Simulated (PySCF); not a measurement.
MgS (Niningerite):

```
S Mg
1.0
     0.00000    2.60165    2.60165
     2.60165    0.00000    2.60165
     2.60165    2.60165    0.00000
S Mg
1 1
Direct
  0.50000 0.50000 0.50000
  0.00000 0.00000 0.00000
```

Program: PySCF 2.14.0. Alike in all runs: task atomic charges; potentials or basis pob-tzvp-rev2 (all-electron); no spin polarisation; cell as given; k mesh 2 × 2 × 2; smearing fixed; the mesh is coarse, so values aren't converged.

Order these runs on this cell by their band gap on the k mesh, lowest first.
A. level PBE0; three-centre integrals read from an earlier run's file; exxdiv ewald
B. level LDA
C. level PBEsol; three-centre integrals read from an earlier run's file
D. level r2SCAN; three-centre integrals read from an earlier run's file

B (2.96 eV), C (3.22 eV), D (4.24 eV), A (5.52 eV).

Caveats: all runs use coarse meshes; the default atom-centred grid shifts energies of crystals by up to some 10 meV an atom and pressures by some 0.5 GPa; the basis of atomic orbitals isn't converged, which shifts pressures, moduli and gaps; on so small a mesh gaps with full-range exact exchange can be off by tenths of an eV to over 1 eV (some runs).

A k mesh can miss the band edges.

Runs at the PBE level aren't shown here.
